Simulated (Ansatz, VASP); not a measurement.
**KCl: VASP beside Ansatz**

File INCAR:

```
  PREC = Accurate
  ENCUT = 520
  EDIFF = 1E-7
  ISMEAR = 0
  SIGMA = 0.05
  LREAL = F
  LASPH = T
  NELM = 80
  ALGO = Fast
  ISIF = 2
  LWAVE = F
  LCHARG = F
  GGA = PS
  NBANDS = 15
```

File KPOINTS:

```
Automatic mesh
0
Gamma
  6 6 6
```

The input POSCAR:

```
KCl
1.0
    3.7353612126      0.0000000000      0.0000000000
    0.0000000000      3.7353612126      0.0000000000
    0.0000000000      0.0000000000      3.7353612126
K Cl
1 1
Direct
    0.0000000000      0.0000000000      0.0000000000
    0.5000000000      0.5000000000      0.5000000000
```

Input for Ansatz:

```yaml
crystal:
  lattice:
    - [3.7353612126, 0.0, 0.0]
    - [0.0, 3.7353612126, 0.0]
    - [0.0, 0.0, 3.7353612126]
  atoms:
    - { symbol: K, position: [0.0, 0.0, 0.0] }
    - { symbol: Cl, position: [0.5, 0.5, 0.5] }
basis:
  ecutwfc: 420
kpoints:
  mp_grid: { grid: [6, 6, 6] }
hamiltonian:
  xc: pbesol
scf:
  occupations: { method: gaussian, width: 0.05 }
output:
  forces: true
  stress: true
  eigenvalues: true
```

Measurements of this composition are mostly on another form, of space group No. 225.

Alike in both runs: task single point; functional PBEsol; k mesh 6 × 6 × 6; occupations gaussian, width 0.05 eV; no spin polarisation.

```csv
,VASP,Ansatz
version,VASP 6.6.1,Ansatz 0.2.0
potentials or method,"VASP PAW PBE potentials, release 64 (K_sv, Cl)","scalar-relativistic, plane waves, PAW"
plane-wave cutoff (eV),520,420
valence electrons in the cell,16,16
```

Ansatz gave:

* gap on the k mesh at the Fermi level (eV): 4.97
* least direct gap on the mesh (eV): 5.19
* pressure (GPa): 0.0

Which values does VASP return?

gap on the k mesh at the Fermi level (eV): 4.96; least direct gap on the mesh (eV): 5.19; pressure (GPa): 0.1.

The functional is the same, so the differences come from potentials, cutoffs and numerics.

Caveats: the PAW data sets were made with another functional, which shifts forces and pressure a little (VASP). A k mesh can miss the band edges.
